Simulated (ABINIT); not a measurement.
Crystal: HfB2.

```xyz
3
Lattice="3.1400 0.0000 0.0000 -1.5700 2.7193 0.0000 0.0000 0.0000 3.4800" Properties=species:S:1:pos:R:3 pbc="T T T"
Hf    0.0000    0.0000    0.0000
B     1.5700    0.9064    1.7400
B     0.0000    1.8129    1.7400
```

Base run:

```yaml
Program: ABINIT 10.8.3 (patched build)
Functional: PBE
Potentials_or_basis: SG15 NC PBE v1.2
Cutoff: 816 eV
k_mesh: 10 × 10 × 8
Occupations: fermi-dirac, width 0.05 eV
Spin: no spin polarisation
```

Its results: band gap on the k mesh none (metal or under the smearing width); pressure 0.9 GPa.

Question: The run is repeated on the same cell with these changes: potentials or basis from SG15 NC PBE v1.2 to PseudoDojo NC SR PBE v0.5 standard; cutoff from 816 eV to 1034 eV; valence electrons from 32 to 18. What comes out?

Answer: Band gap on the k mesh none (metal or under the smearing width); pressure 1.7 GPa.

Caveats: spin-orbit coupling is left out, which moves the levels of the heavy elements.
